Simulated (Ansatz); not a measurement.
# SnO: the cost of one run

Program: Ansatz 0.2.0. Level of theory: DFT PBEsol, scalar-relativistic, plane waves, PAW. These are calculated values, not measurements.

## Step 1: The structure to begin with

It takes space group Pmn2_1 (No. 31, orthorhombic). Conventional cell: a = 3.316 Å, b = 5.705 Å, c = 3.894 Å, α = 90.00°, β = 90.00°, γ = 90.00°. Sn (site symmetry m) has 3 O at 2.13 to 2.14 Å as nearest neighbours. Around O (site symmetry m) lie 3 Sn at 2.13 to 2.14 Å.

Coordinates:

```cif
data_structure
_symmetry_space_group_name_H-M 'Pmn2_1'
_symmetry_Int_Tables_number 31
_cell_length_a 3.3156
_cell_length_b 5.7050
_cell_length_c 3.8942
_cell_angle_alpha 90.000
_cell_angle_beta 90.000
_cell_angle_gamma 90.000
_cell_volume 73.66
loop_
_atom_site_label
_atom_site_type_symbol
_atom_site_symmetry_multiplicity
_atom_site_Wyckoff_symbol
_atom_site_fract_x
_atom_site_fract_y
_atom_site_fract_z
_atom_site_occupancy
Sn1 Sn 2 a 0.00000 0.23379 0.52617 1
O1 O 2 a 0.00000 0.88536 0.72383 1
```

It goes back to an entry of the Materials Project, which need not be the stable form.

It is the result of an earlier relaxation at this level (volume 18.42 Å³/atom; gap on the mesh: 1.24 eV).

## Step 2: Zero of energy

Reference values: F = -13021.0438 eV; pressure -0.01 GPa; largest force 0.001 eV/Å; gap on the mesh 1.24 eV. It was computed beforehand with the settings of the runs below.

## Step 3: The scan: moving one atom along a line

Atom 3 (O) is moved by x along the Cartesian unit vector (0.707, -0.707, 0.000); the cell and all other atoms stay fixed. Forces below are components along that vector, summed over the moved atoms. In a periodic cell its images move with it.

## Step 4: At x = -0.200 Å

File input.yaml:

```yaml
crystal:
  lattice:
    - [3.3156061815, 0.0, 0.0]
    - [0.0, 5.7049851891, 0.0]
    - [0.0, 0.0, 3.8941648049]
  atoms:
    - { symbol: Sn, position: [0.0, 0.2337892808, 0.5261742991] }
    - { symbol: Sn, position: [0.5, 0.7662107192, 0.0261742991] }
    - { symbol: O, position: [-0.042653243, 0.9101454921, 0.7238267009] }
    - { symbol: O, position: [0.5, 0.1146435918, 0.2238267009] }
basis:
  ecutwfc: 420
kpoints:
  mp_grid: { grid: [8, 6, 8] }
hamiltonian:
  xc: pbesol
scf:
  occupations: { method: gaussian, width: 0.05 }
output:
  forces: true
  stress: true
  eigenvalues: true
```

**Question.** How long does this run take on 1 thread of an x86-64 CPU, shared host, and how much memory does it need?

About 23 s, with a peak of 0.62 GiB.
